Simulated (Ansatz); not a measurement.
Born–Oppenheimer molecular dynamics of a periodic cell of 16 atoms, WC (start crystal WC, start structure P-6m2, volume 1.05 times the crystal's). It starts from a structure without forces on its atoms.

Level of theory: DFT PBE, scalar-relativistic, plane waves, PAW in Ansatz 0.2.0. Settings: accuracy low, PAW set soft_1, cutoff 420 eV, k mesh 3x3x3, fermi-dirac smearing 0.17 eV, no spin polarisation.

```
ensemble        : NVT, Langevin thermostat
time step       : 1.5 fs
steps asked     : 150
set temperature : 2000 K
friction        : 0.02 /fs
seed            : 660708
```

First frame:

```xyz
16
Lattice="-2.9506 -5.1106 0.0000 4.4259 -2.5553 0.0000 0.0000 0.0000 5.7559" Properties=species:S:1:pos:R:3
W 0.000 -5.111 0.000
C 1.475 -4.259 1.439
W 0.000 -5.111 2.878
C 1.475 -4.259 4.317
W -1.475 -2.555 0.000
C 0.000 -1.704 1.439
W -1.475 -2.555 2.878
C 0.000 -1.704 4.317
W 1.475 -2.555 0.000
C 2.951 -1.704 1.439
W 1.475 -2.555 2.878
C 2.951 -1.704 4.317
W 0.000 0.000 0.000
C -1.475 -4.259 1.439
W 0.000 0.000 2.878
C -1.475 -4.259 4.317
```

(1) What does the run give?

(2) What happens to the structure?

(3) How do temperature and energy run in time?

## Answers

(1) All steps were run.

| Quantity | Value |
| --- | --- |
| steps done | 150 |
| time covered | 225 fs |
| mean temperature over the second half | 2025 K |
| spread of the potential energy over the second half | 36.7 meV per atom |
| mean potential energy of the second half above the start | 255.8 meV per atom |

A run of 0.23 ps of so small a system gives no equilibrium averages. Limits of this set-up: coarse k mesh, low accuracy level.

(2) Mean squared displacements from the first frame to the last, about the centre of mass: W 0.02 Å², C 0.04 Å². This is one draw of velocities; another would differ in detail.

(3) 
```tsv
time (fs)	T (K)	potential energy less start (eV)
0.0	1875	0.000
7.5	1554	1.416
15.0	1001	2.565
22.5	1672	1.904
30.0	1640	2.736
37.5	1569	3.960
45.0	1550	3.859
52.5	2078	3.831
60.0	1966	4.161
67.5	1825	4.189
75.0	1597	3.898
82.5	2070	2.936
90.0	1768	2.861
97.5	1849	3.260
105.0	1708	4.086
112.5	2349	3.951
120.0	2398	4.188
127.5	1926	4.570
135.0	2369	4.143
142.5	1677	5.092
150.0	1927	4.295
157.5	2401	3.254
165.0	2364	3.494
172.5	1798	5.231
180.0	2155	4.512
187.5	2030	3.993
195.0	1645	4.078
202.5	1982	3.415
210.0	1836	3.144
217.5	2109	3.909
225.0	2063	4.277
```

Time of the run: 21 min on 2 threads of Arm Neoverse V2, on a shared host, peak memory 0.7 GiB.
